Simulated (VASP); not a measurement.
# SiC: convergence, relaxation of the atoms

SiC, P1 (no. 1), 4 atoms in the cell. PBE; PAW potentials Si, C (PBE set). VASP 6.6.1.

Wanted: energy within 0.5 meV/atom; shortest distances from each atom, periodic images included within 0.002 Å.

What the run is for: geometry; Accuracy asked: tight.

POSCAR:
```
SiC
1.0
    3.0760000000      0.0000000000      0.0000000000
   -1.5380000000      2.6638941420      0.0000000000
    0.0000000000      0.0000000000      5.0480000000
Si C
2 2
Direct
    0.6796820000      0.2994540000      0.5067900000
    0.3167510000      0.6096700000      0.0027990000
    0.6536670000      0.3357220000      0.8669840000
    0.3558160000      0.6528810000      0.3971890000
```

The series start from Plane-wave cutoff (eV): 520; k-point mesh: 5 × 5 × 3; Ionic threshold (EDIFFG): -0.01; Electronic threshold (eV): 1e-6; Precision mode (PREC): Accurate; Relaxation algorithm: IBRION=2; Electronic steps between moves: NELMIN=4 ALGO=Normal. Each series keeps the choices made before it, and each single choice may use up half of a tolerance.

## Plane-wave cutoff (eV)

| Plane-wave cutoff (eV) | Energy less reference (meV/atom) | Shortest distances from each atom, periodic images included, largest deviation (Å) | SCF iterations | Time (s) |
|---|---|---|---|---|
| 360 | -1.66 | 0.0001 | 79 | 26 |
| 400 | -0.77 | 0.0000 | 79 | 32 |
| 460 | 0.44 | 0.0000 | 79 | 45 |
| 520 | 1.37 | 0.0000 | 79 | 46 |
| 640 (reference) | 0.00 | 0.0000 | 79 | 78 |

Chosen: 640; the next looser run is off by more than half of the tolerance, so convergence isn't shown beyond this value.

## k-point mesh

| k-point mesh | Energy less reference (meV/atom) | Shortest distances from each atom, periodic images included, largest deviation (Å) | SCF iterations | Time (s) |
|---|---|---|---|---|
| 3 × 3 × 2 | 125.46 | 0.0092 | 79 | 33 |
| 4 × 4 × 2 | 30.84 | 0.0040 | 79 | 48 |
| 5 × 5 × 3 | 10.28 | 0.0008 | 79 | 78 |
| 7 × 7 × 4 | 0.43 | 0.0001 | 79 | 168 |
| 8 × 8 × 5 (reference) | 0.00 | 0.0000 | 79 | 238 |

Chosen: 8 × 8 × 5; the next looser run is off by more than half of the tolerance, so convergence isn't shown beyond this value.

## Ionic threshold (EDIFFG)

| Ionic threshold (EDIFFG) | Energy less reference (meV/atom) | Shortest distances from each atom, periodic images included, largest deviation (Å) | SCF iterations | Time (s) |
|---|---|---|---|---|
| -0.1 | 0.07 | 0.0036 | 66 | 194 |
| -0.05 | 0.01 | 0.0008 | 71 | 249 |
| -0.02 | 0.00 | 0.0007 | 75 | 269 |
| -0.01 | 0.00 | 0.0001 | 79 | 238 |
| -0.005 | 0.00 | 0.0001 | 79 | 274 |
| -0.002 (reference) | 0.00 | 0.0000 | 95 | 311 |

Chosen: -0.05, the loosest value from which every tighter one stays within half of the tolerance.

## Electronic threshold (eV)

| Electronic threshold (eV) | Energy less reference (meV/atom) | Shortest distances from each atom, periodic images included, largest deviation (Å) | SCF iterations | Time (s) |
|---|---|---|---|---|
| 0.0001 | 0.00 | 0.0003 | 55 | 187 |
| 1e-5 | 0.00 | 0.0001 | 62 | 237 |
| 1e-6 | 0.00 | 0.0000 | 71 | 249 |
| 1e-7 (reference) | 0.00 | 0.0000 | 81 | 245 |

Chosen: 0.0001.

## Precision mode (PREC)

| Precision mode (PREC) | Energy less reference (meV/atom) | Shortest distances from each atom, periodic images included, largest deviation (Å) | SCF iterations | Time (s) |
|---|---|---|---|---|
| Normal | 0.00 | 0.0000 | 55 | 78 |
| Accurate (reference) | 0.00 | 0.0000 | 55 | 187 |

Chosen: Normal.

## Relaxation algorithm

| Relaxation algorithm | Energy less reference (meV/atom) | Shortest distances from each atom, periodic images included, largest deviation (Å) | SCF iterations | Time (s) |
|---|---|---|---|---|
| IBRION=2 | 0.00 | 0.0000 | 55 | 78 |
| IBRION=2 POTIM=0.2 | 0.00 | 0.0005 | 49 | 72 |
| IBRION=2 POTIM=0.8 | 0.00 | 0.0002 | 58 | 87 |
| IBRION=1 | 0.02 | 0.0009 | 34 | 51 |
| IBRION=1 POTIM=0.2 | 0.05 | 0.0010 | 37 | 56 |
| IBRION=1 POTIM=0.3 NFREE=9 | 0.02 | 0.0007 | 33 | 50 |
| IBRION=3 POTIM=0.2 SMASS=0.4 | 0.00 | 0.0009 | 98 | 154 |
| IBRION=3 POTIM=0.3 | 0.10 | 0.0004 | 40 | 55 |

Chosen: IBRION=1 POTIM=0.3 NFREE=9, the fastest of those that stay within half of the tolerance.

## Electronic steps between moves

| Electronic steps between moves | Energy less reference (meV/atom) | Shortest distances from each atom, periodic images included, largest deviation (Å) | SCF iterations | Time (s) |
|---|---|---|---|---|
| NELMIN=4 ALGO=Normal | 0.00 | 0.0000 | 33 | 50 |
| ALGO=Normal | -0.01 | 0.0003 | 31 | 43 |
| NELMIN=4 MAXMIX=40 ALGO=Normal | -0.01 | 0.0002 | 33 | 45 |
| NELMIN=4 ALGO=Fast | -0.01 | 0.0003 | 36 | 47 |
| NELMIN=4 MAXMIX=40 ALGO=Fast | -0.01 | 0.0002 | 45 | 56 |

Chosen: ALGO=Normal; it saves 6.7 s of 50, so NELMIN=4 ALGO=Normal would do nearly as well.

## All choices together

| Input | Energy less reference (meV/atom) | Shortest distances from each atom, periodic images included, largest deviation (Å) | Time (s) |
|---|---|---|---|
| the program's defaults (naive) | 9.48 | 0.0011 | 12 |
| chosen settings | 0.02 | 0.0004 | 43 |
| reference settings throughout | 0.00 | 0.0000 | 317 |

The chosen settings stay within the tolerance of the reference run, but the reference itself isn't shown to be converged in: Plane-wave cutoff (eV), k-point mesh.

## The input

INCAR:
```
SYSTEM = SiC
GGA = PE
ISMEAR = 0
SIGMA = 0.03
LWAVE = .FALSE.
LCHARG = .FALSE.
ISIF = 2
NSW = 120
PREC = Normal
LASPH = .TRUE.
LREAL = .FALSE.
ALGO = Normal
EDIFF = 1E-4
NELM = 120
GGA_COMPAT = .FALSE.
IBRION = 1
EDIFFG = -0.05
ENCUT = 640
EFERMI = MIDGAP
KPAR = 2
POTIM = 0.3
NFREE = 9
```

KPOINTS:
```
Automatic mesh
0
Gamma
  8 8 5
  0 0 0
```

Commands:
```
cat potpaw_PBE.64/Si/POTCAR potpaw_PBE.64/C/POTCAR > POTCAR
mpirun -np 2 vasp_std > vasp.out
```

The chosen input took VASP 6.6.1 43 s on 2 cores (AMD EPYC 7R13 (Zen 3)), a shared host.

## An input that fails: force threshold below the noise of the forces

It gives no converged result.

Changes against the starting input:
```
- NSW = 120
- PREC = Accurate
- EDIFF = 1e-06
- NELM = 120
- EDIFFG = -0.01
- NELMIN = 4
+ NSW = 30
+ PREC = Low
+ EDIFF = 0.001
+ NELM = 53
+ EDIFFG = -0.0001
```
